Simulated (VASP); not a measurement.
# GaAs: single point with LDA

**Measured values to compare with.**

“Evidence of valence band perturbations in GaAsN/GaAs(001): A combined variable-angle spectroscopic ellipsometry and modulated photoreflectance investigation”, 2008, arxiv:0805.2212 reports, for a bulk crystal of GaAs at 300 K: band gap 1.412 ± 0.01 eV (direct).

GaAs:

```
Ga As
1.0
     0.00000    2.80169    2.80169
     2.80169    0.00000    2.80169
     2.80169    2.80169    0.00000
Ga As
1 1
Cartesian
  0.0000 0.0000 0.0000
  4.2025 4.2025 4.2025
```

The cell is a database's computed one.

```yaml
Program: VASP 6.6.1
Task: single point
Functional: LDA
Potentials_or_basis: VASP PAW LDA potentials, release 64 (Ga_d, As)
Cutoff: 520 eV
k_mesh: 12 × 12 × 12
Occupations: gaussian, width 0.02 eV
Spin: no spin polarisation
Dipole_correction: no
Further_INCAR_settings: ALGO = Fast; EDIFF = 1e-06; NBANDS = 16
```

The pressure is 0.2 GPa and the band gap on the k mesh is 0.54 eV, direct.

Levels at points of the mesh, in eV from the valence-band top:
| k point | band 6 | band 7 | band 8 | band 9 | band 10 | band 11 | band 12 | band 13 |
| --- | --- | --- | --- | --- | --- | --- | --- | --- |
| (0.00, 0.00, 0.00) | -12.96 | 0.00 | 0.00 | 0.00 | 0.54 | 3.68 | 3.68 | 3.68 |
| (0.50, 0.00, 0.00) | -11.11 | -6.84 | -1.19 | -1.19 | 0.94 | 4.59 | 4.59 | 7.59 |
| (0.50, 0.50, 0.00) | -10.34 | -7.00 | -2.79 | -2.79 | 1.29 | 1.54 | 10.26 | 10.26 |

Run time: 21 s on 1 thread of Intel(R) Xeon(R) 6975P-C (Granite Rapids) (shared host), peak memory 0.18 GiB.

Measured gap of GaAs: 1.412 eV (direct; 300 K; “Evidence of valence band perturbations in GaAsN/GaAs(001): A combined variable-angle spectroscopic ellipsometry and modulated photoreflectance investigation”, 2008, arxiv:0805.2212). This calculation gives 0.54 eV (-0.88 eV). 3 values of this kind are on record (1.412 to 1.51 eV); this one was drawn at random among those near their median, those with a stated uncertainty first. Spin-orbit coupling on As, Ga is left out. The value is that of LDA on a finite k mesh, which can miss the band edges, without temperature or zero-point motion. Semilocal functionals fall short of measured gaps as a rule. The cell is a database's relaxed one, not the measured one, which moves gaps too.
